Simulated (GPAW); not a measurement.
# BN (P6_3/mmc): G0W0 on several meshes in GPAW

How does the mesh move the gap of BN (P6_3/mmc)?

Main program and level: GPAW 26.7.0; PBE and many-body steps on it, plane waves.

The database entry behind the starting cell differs from later determinations by our own check (about 0.3 % short, minor phase), so it need not match the best structure at ambient conditions.

### 1. Set-up

Symmetry: P6_3/mmc, No. 194, hexagonal system. Conventional cell: a = 2.498 Å, b = 2.498 Å, c = 6.636 Å, α = 90.00°, β = 90.00°, γ = 120.00°. Nearest to B lie 3 N at 1.44 Å. N has 3 B at 1.44 Å nearest. Farther neighbours and most contacts between anions are not listed.

Structure file:

```xyz
4
Lattice="2.4982 0.0000 0.0000 -1.2491 2.1635 0.0000 0.0000 0.0000 6.6357" Properties=species:S:1:pos:R:3 pbc="T T T"
B     0.0000    1.4424    1.6589
B     1.2491    0.7212    4.9768
N     0.0000    1.4424    4.9768
N     1.2491    0.7212    1.6589
```

The cell and positions come from the Crystallography Open Database and are kept as given unless a step says otherwise.

### 2. Empty states on the mesh, 6×6×4 mesh, 433 bands

This step: GPAW 26.7.0; DFT, PBE, plane waves, PAW.

The sums over transitions need many empty states on a uniform mesh; this step solves for them.

run.py reads:

```python
import json
import numpy as np
from gpaw.mpi import world
from gpaw import GPAW

calc = GPAW('gs.gpw').fixed_density(kpts={'size': (6, 6, 4), 'gamma': True},
    parallel={'domain': 1, 'band': 1},
    txt='nscf.txt')
calc.diagonalize_full_hamiltonian(nbands=433)
calc.write('full.gpw', mode='all')
res = {}
kpts = calc.get_ibz_k_points()
res['kpts'] = kpts
res['eigenvalues'] = [calc.get_eigenvalues(kpt=k) for k in range(len(kpts))]
res['n_electrons'] = calc.get_number_of_electrons()

if world.rank == 0:
    with open('result.json', 'w') as f:
        json.dump(res, f, default=lambda x: x.tolist())
```

Run with:

```bash
$ mpirun -n 8 gpaw python run.py
```

Numbers of over 12 decimals in the logs are rounded to 6 here.

Log:

```text
Diagonalizing LCAO Hamiltonian
Converting LCAO to pw mode
convergence criteria:
- Maximum integral of absolute [eigenst]ate change: 4e-08 eV^2 / valence electron
maximum number of iterations: 100

SCF iterations
|iter     |     time |      energy | eigst |  dens |
|iter:   1|  |             | +1.30 |       |
|iter:   2|  |             | -0.12 |       |
|iter:   3|  |             | -1.07 |       |
[...]
|iter:   8|  |             | -4.52 |       |
|iter:   9|  |             | -6.78 |       |
|iter:  10|  |             | -7.74c|       |
SCF steps: 10
  __  _  _
 | _ |_)|_||  |
 |__||  | ||/\| - 26.7.0

Input parameters:
  mode=PW(ecut=600.0),
  convergence={'density': 1e-06, 'bands': -3},
  gpts=array([15, 15, 40]),
  kpts=MonkhorstPack(size=(6, 6, 4), gamma=True),
  maxiter=100,
  nbands=16,
  occupations=Occupations(name='fermi-dirac', width=0.001, fixmagmom=False),
  parallel={'domain': 1, 'band': 1},
  xc=XC(name='PBE')
Matrix size: 1167x1167
# Writing to full.gpw (mode='all')
  [... matrices ...]

timing:  # [seconds]
  Total: 3.286  # ━━━━━━━━━━━━━━━━━━━━━━━━━━━━━━━━━━━━━━━━━━━━━━━━━━━━━━━━━━━
```

The job ended after 6.5 s (8 MPI ranks of Intel Xeon 6975P-C (Granite Rapids), shared host; peak memory 2.4 GiB; 50 s of CPU time).

Numbers from this step:

| Quantity | Value |
| --- | --- |
| gap | 4.281 eV |
| k of the valence top | 0.3333, 0.3333, 0.5 |
| k of the conduction bottom | 0.5, 0.5, 0 |
| least direct gap | 4.654 eV |
| k points computed | 24 |
| lowest point of the top converged band, above the valence top | 284.8314 eV |

On this mesh the gap is 4.281 eV.

### 3. 6×6×4

Now the one-shot GW correction: screening in the RPA, then the self-energy of the levels asked for.

This step: G0W0 on PBE, plane waves, PAW.

run.py reads:

```python
import json
import numpy as np
from gpaw.mpi import world
from gpaw.response.g0w0 import G0W0

gw = G0W0('full.gpw',
    filename='gw',
    kpts=[0, 16, 21],
    bands=(6, 10),
    ecut=180,
    nbands=196,
    integrate_gamma='WS',
    ppa=True)
gw.calculate()
res = {mode: {k: v for k, v in r.items() if k != 'sigma_eskwn'}
       for mode, r in gw.all_results.items()}

if world.rank == 0:
    with open('result.json', 'w') as f:
        json.dump(res, f, default=lambda x: x.tolist())
```

Run with:

```bash
$ mpirun -n 8 gpaw python run.py
```

Log:

```text
Using integrator: PointIntegrator
FrequencyGridDescriptor(from 0.000+0.000j to 0.000+27.211j eV, 2 points)
Nonperiodic BCs:  [False False False]
Using integrator: PointIntegrator
FrequencyGridDescriptor(from 0.000+0.000j to 0.000+27.211j eV, 2 points)
Nonperiodic BCs:  [False False False]
  ___  _ _ _
 |   || | | |
 | | || | | |
 |__ ||_____|
 |___|

BZ k-points: Symmetries present (total): 12

  [... matrices ...]
144 k-points: 6 x 6 x 4 Monkhorst-Pack grid + [1/12,1/12,1/8]
24 k-points in the irreducible part of the Brillouin zone
       k-points in crystal coordinates                weights
   0:     0.00000000    0.00000000    0.00000000          1/144
   1:     0.00000000    0.00000000    0.25000000          2/144
   2:     0.00000000    0.00000000    0.50000000          1/144
   3:     0.16666667    0.00000000   -0.25000000          6/144
   4:     0.16666667    0.00000000    0.00000000          6/144
   5:     0.16666667    0.00000000    0.25000000          6/144
   6:     0.16666667    0.00000000    0.50000000          6/144
   7:     0.33333333   -0.16666667    0.00000000          6/144
   8:     0.33333333   -0.16666667    0.25000000         12/144
   9:     0.33333333   -0.16666667    0.50000000          6/144
          ...
  23:     0.50000000    0.50000000    0.50000000          3/144

Distributing spins, k-points and bands (1 x 3 x 4) over 8 processes
Number of blocks: 1

Quasi particle states:
k-points (IBZ indices): [0, 16, 21]
Band range: (6, 10)
  [... matrices ...]
Computational parameters:
Plane wave cut-off: 180 eV
Number of bands: 196
Coulomb cutoff: None
Broadening: 0.1 eV

fxc modes: GW
Kernel: RPA
Using Godby-Needs plasmon-pole approximation:
  Fitting energy: i*E0, E0 = 1.000 Hartree
Summing all q:

Calculating screened Coulomb potential
No Coulomb truncation
FrequencyGridDescriptor(from 0.000+0.000j to 0.000+27.211j eV, 2 points)
Removing empty qpoint cache files...

Calculating chi0 body with:
    Ground state adapter containing:
    Number of spins: 1
    Number of kpoints: 144
    Number of irreducible kpoints: 24
    Number of completely occupied states: 8
    Number of partially occupied states: 8
    Occupied states memory: 1.0986328125 M / cpu

    Linear response parametrization:
    q_c: [1.3877787807814457e-17, 1.3877787807814457e-17, 0.0]
    Number of frequency points: 2
    Planewave cutoff: 180.0
    Number of bands: 196
    Number of planewaves: 189
    Broadening (eta): 1e-06
    comm.size: 8
    kncomm.size: 8
    blockcomm.size: 1

    Memory estimate of potentially large arrays:
        chi0_wGG: 1.090118 M / cpu
Integrating chi0 body.

Symmetries of q_c:
    Direct symmetries (Uq -> q): 12
    Indirect symmetries (TUq -> q): 0
In total 12 allowed symmetries.

  [... matrices ...]
24 groups of equivalent kpoints. 83.333333% reduction.

Integral kind: response function
Integrating chi0 head and wings.

Symmetries of q_c:
    Direct symmetries (Uq -> q): 12
    Indirect symmetries (TUq -> q): 0
In total 12 allowed symmetries.

  [... matrices ...]
24 groups of equivalent kpoints. 83.333333% reduction.

Integral kind: response function wings

Calculating chi0 body with:
    Ground state adapter containing:
    Number of spins: 1
    Number of kpoints: 144
    Number of irreducible kpoints: 24
    Number of completely occupied states: 8
    Number of partially occupied states: 8
[... the further q-points ...]

Results:
f:      Occupation numbers
eps:     KS-eigenvalues [eV]
vxc:     KS vxc [eV]
exx:     Exact exchange [eV]
sigma:   Self-energies [eV]
dsigma:  Self-energy derivatives
Z:       Renormalization factors
qp:      QP-energies [eV]

k-point 0 (0): (0.000, 0.000, 0.000)                GW
band       f     eps     vxc     exx   sigma  dsigma       Z      qp
                                                                   GW
   6   1.000   2.803 -19.229 -23.640   2.953  -0.233   0.811   1.620
   7   1.000   2.803 -19.229 -23.640   2.953  -0.233   0.811   1.620
   8   0.000   9.341  -9.160  -4.971  -3.918  -0.172   0.853   9.572
   9   0.000  14.441 -14.371  -7.785  -5.200  -0.175   0.851  15.621

k-point 1 (16): (0.333, 0.333, 0.500)                GW
band       f     eps     vxc     exx   sigma  dsigma       Z      qp
                                                                   GW
   6   1.000   4.082 -17.193 -20.569   2.185  -0.243   0.805   3.123
   7   1.000   4.082 -17.193 -20.569   2.185  -0.243   0.805   3.123
[...]
k-point 2 (21): (0.500, 0.500, 0.000)                GW
band       f     eps     vxc     exx   sigma  dsigma       Z      qp
                                                                   GW
[...]
7   1.000   3.645 -16.958 -20.567   2.347  -0.246   0.803   2.632
   8   0.000   8.363 -10.798  -5.817  -4.163  -0.191   0.840   9.050
   9   0.000   9.741 -13.171  -7.602  -4.378  -0.212   0.825  10.725
```

Run time: 97 s. Hardware: 8 MPI ranks; peak memory 2.5 GiB.

Numbers from this step:

```yaml
g0w0_gap_on_the_points_computed: 5.927 eV
least_direct_g0w0_gap_on_the_computed_points: 6.418 eV
z_at_the_valence_top: 0.8047
z_at_the_conduction_bottom: 0.8396
starting_gap_on_the_mesh: 4.281 eV
k_of_the_valence_top: 0.3333, 0.3333, 0.5
k_of_the_conduction_bottom: 0.5, 0.5, 0
```

The gap on the mesh goes from 4.28 eV to 5.93 eV, a correction of +1.65 eV.

### 4. Empty states on the mesh, 6×6×2 mesh, 206 bands

This step: DFT, PBE, plane waves, PAW.

run.py reads:

```python
import json
import numpy as np
from gpaw.mpi import world
from gpaw import GPAW

calc = GPAW('gs.gpw').fixed_density(kpts={'size': (6, 6, 2), 'gamma': True},
    parallel={'domain': 1, 'band': 1},
    txt='nscf.txt')
calc.diagonalize_full_hamiltonian(nbands=206)
calc.write('full.gpw', mode='all')
res = {}
kpts = calc.get_ibz_k_points()
res['kpts'] = kpts
res['eigenvalues'] = [calc.get_eigenvalues(kpt=k) for k in range(len(kpts))]
res['n_electrons'] = calc.get_number_of_electrons()

if world.rank == 0:
    with open('result.json', 'w') as f:
        json.dump(res, f, default=lambda x: x.tolist())
```

Run with:

```bash
$ mpirun -n 8 gpaw python run.py
```

Log:

```text
Diagonalizing LCAO Hamiltonian
Converting LCAO to pw mode
convergence criteria:
- Maximum integral of absolute [eigenst]ate change: 4e-08 eV^2 / valence electron
maximum number of iterations: 100

SCF iterations
|iter     |     time |      energy | eigst |  dens |
|iter:   1|  |             | +1.31 |       |
|iter:   2|  |             | -0.02 |       |
|iter:   3|  |             | -1.32 |       |
[...]
|iter:   8|  |             | -4.23 |       |
|iter:   9|  |             | -6.69 |       |
|iter:  10|  |             | -7.81c|       |
SCF steps: 10
  __  _  _
 | _ |_)|_||  |
 |__||  | ||/\| - 26.7.0

Input parameters:
  mode=PW(ecut=600.0),
  convergence={'density': 1e-06, 'bands': -3},
  gpts=array([15, 15, 40]),
  kpts=MonkhorstPack(size=(6, 6, 2), gamma=True),
  maxiter=100,
  nbands=16,
  occupations=Occupations(name='fermi-dirac', width=0.001, fixmagmom=False),
  parallel={'domain': 1, 'band': 1},
  xc=XC(name='PBE')
Matrix size: 1167x1167
# Writing to full.gpw (mode='all')
  [... matrices ...]

timing:  # [seconds]
  Total: 1.816  # ━━━━━━━━━━━━━━━━━━━━━━━━━━━━━━━━━━━━━━━━━━━━━━━━━━━━━━━━━━━
```

Elapsed: 4.9 s, on 8 MPI ranks; peak memory 2.1 GiB.

This step gave:

```
gap                                                           : 4.281 eV
k of the valence top                                          : 0.3333, 0.3333, 0.5
k of the conduction bottom                                    : 0.5, 0.5, 0
least direct gap                                              : 4.654 eV
k points computed                                             : 14
lowest point of the top converged band, above the valence top : 167.4753 eV
```

On this mesh the gap is 4.281 eV.

### 5. 6×6×2

This step: G0W0 on PBE, plane waves, PAW.

run.py reads:

```python
import json
import numpy as np
from gpaw.mpi import world
from gpaw.response.g0w0 import G0W0

gw = G0W0('full.gpw',
    filename='gw',
    kpts=[0, 9, 12],
    bands=(6, 10),
    ecut=180,
    nbands=196,
    integrate_gamma='WS',
    ppa=True)
gw.calculate()
res = {mode: {k: v for k, v in r.items() if k != 'sigma_eskwn'}
       for mode, r in gw.all_results.items()}

if world.rank == 0:
    with open('result.json', 'w') as f:
        json.dump(res, f, default=lambda x: x.tolist())
```

Run with:

```bash
$ mpirun -n 8 gpaw python run.py
```

Log:

```text
Using integrator: PointIntegrator
FrequencyGridDescriptor(from 0.000+0.000j to 0.000+27.211j eV, 2 points)
Nonperiodic BCs:  [False False False]
Using integrator: PointIntegrator
FrequencyGridDescriptor(from 0.000+0.000j to 0.000+27.211j eV, 2 points)
Nonperiodic BCs:  [False False False]
  ___  _ _ _
 |   || | | |
 | | || | | |
 |__ ||_____|
 |___|

BZ k-points: Symmetries present (total): 12

  [... matrices ...]
72 k-points: 6 x 6 x 2 Monkhorst-Pack grid + [1/12,1/12,1/4]
14 k-points in the irreducible part of the Brillouin zone
       k-points in crystal coordinates                weights
   0:     0.00000000    0.00000000    0.00000000          1/72
   1:     0.00000000    0.00000000    0.50000000          1/72
   2:     0.16666667    0.00000000    0.00000000          6/72
[...]
9:     0.33333333    0.33333333    0.50000000          2/72
          ...
  13:     0.50000000    0.50000000    0.50000000          3/72

Distributing spins, k-points and bands (1 x 3 x 4) over 8 processes
Number of blocks: 1

Quasi particle states:
k-points (IBZ indices): [0, 9, 12]
Band range: (6, 10)
  [... matrices ...]
Computational parameters:
Plane wave cut-off: 180 eV
Number of bands: 196
Coulomb cutoff: None
Broadening: 0.1 eV

fxc modes: GW
Kernel: RPA
Using Godby-Needs plasmon-pole approximation:
  Fitting energy: i*E0, E0 = 1.000 Hartree
Summing all q:

Calculating screened Coulomb potential
No Coulomb truncation
FrequencyGridDescriptor(from 0.000+0.000j to 0.000+27.211j eV, 2 points)
Removing empty qpoint cache files...

Calculating chi0 body with:
    Ground state adapter containing:
    Number of spins: 1
    Number of kpoints: 72
    Number of irreducible kpoints: 14
    Number of completely occupied states: 8
[...]
comm.size: 8
    kncomm.size: 8
    blockcomm.size: 1

    Memory estimate of potentially large arrays:
        chi0_wGG: 1.090118 M / cpu
Integrating chi0 body.

Symmetries of q_c:
    Direct symmetries (Uq -> q): 12
    Indirect symmetries (TUq -> q): 0
In total 12 allowed symmetries.

  [... matrices ...]
14 groups of equivalent kpoints. 80.555556% reduction.

Integral kind: response function
Integrating chi0 head and wings.

Symmetries of q_c:
    Direct symmetries (Uq -> q): 12
    Indirect symmetries (TUq -> q): 0
In total 12 allowed symmetries.

  [... matrices ...]
14 groups of equivalent kpoints. 80.555556% reduction.

Integral kind: response function wings

Calculating chi0 body with:
    Ground state adapter containing:
    Number of spins: 1
    Number of kpoints: 72
    Number of irreducible kpoints: 14
    Number of completely occupied states: 8
    Number of partially occupied states: 8
[... the further q-points ...]

Results:
f:      Occupation numbers
eps:     KS-eigenvalues [eV]
vxc:     KS vxc [eV]
exx:     Exact exchange [eV]
sigma:   Self-energies [eV]
dsigma:  Self-energy derivatives
Z:       Renormalization factors
qp:      QP-energies [eV]

k-point 0 (0): (0.000, 0.000, 0.000)                GW
band       f     eps     vxc     exx   sigma  dsigma       Z      qp
                                                                   GW
   6   1.000   2.803 -19.229 -23.640   2.966  -0.234   0.810   1.632
   7   1.000   2.803 -19.229 -23.640   2.967  -0.234   0.810   1.632
   8   0.000   9.341  -9.160  -4.958  -3.944  -0.173   0.853   9.560
[...]
k-point 1 (9): (0.333, 0.333, 0.500)                GW
band       f     eps     vxc     exx   sigma  dsigma       Z      qp
                                                                   GW
[...]
k-point 2 (12): (0.500, 0.500, 0.000)                GW
band       f     eps     vxc     exx   sigma  dsigma       Z      qp
                                                                   GW
[...]
8   0.000   8.363 -10.798  -5.818  -4.177  -0.192   0.839   9.036
   9   0.000   9.741 -13.171  -7.602  -4.393  -0.213   0.824  10.712
```

Wall time 46 s (8 MPI ranks); peak memory 2.2 GiB.

This step gave:

* G0W0 gap on the points computed: 5.901 eV
* least direct G0W0 gap on the computed points: 6.392 eV
* Z at the valence top: 0.8041
* Z at the conduction bottom: 0.8389
* starting gap on the mesh: 4.281 eV
* k of the valence top: 0.3333, 0.3333, 0.5
* k of the conduction bottom: 0.5, 0.5, 0

Against G0W0 in GPAW (6×6×4 mesh, 196 bands, screening to 180 eV, Godby-Needs plasmon pole), the gap moves by −0.026 eV.

### 6. The runs together

Times are wall times on 8 MPI ranks of Intel Xeon 6975P-C (Granite Rapids), shared host, good to a factor of about two.

```
  run   mesh  bands  screening cutoff (eV)  DFT gap (eV)  gap on the mesh (eV)  direct (eV)  time
6×6×4  6×6×4    196                    180         4.281                 5.927        6.418  97 s
6×6×2  6×6×2    196                    180         4.281                 5.901        6.392  46 s
```

### 7. Results

```yaml
6x6x4: 5.927 eV
6x6x2: 5.901 eV
known_limits: not at the basis limit; coarse k mesh
```

In words: 6×6×2: −0.026 eV against 6×6×4. Bands and cutoff are finite, so the gap is not at the basis limit. The miss can reach some tenths of an eV and take either sign; the mesh is an error of its own. These stock PAW sets were not made for GW. In the G0W0 runs levels were corrected at 3 k points alone, so a gap called «on the mesh» is the least over those, and an edge elsewhere would be missed. The 6×6×4 mesh is coarse for this cell, which bears on the long-range parts of exchange and screening.

[Paths, hosts, dates, memory and timing lines, banners, echoed tables and standing remarks are left out of the program output.]

[Logs are printed without paths, hosts, clocks, repeated set-up lines and the standing remarks that a program may print on its own settings, such as how far it seeks lower states.]

[Runs of the session that timed out or met a known fault of the program may be left out.]

[Hosts, paths, dates, database ids (printed as entryN), source tags and the programs' standing remarks are cut or masked in the printed files.]
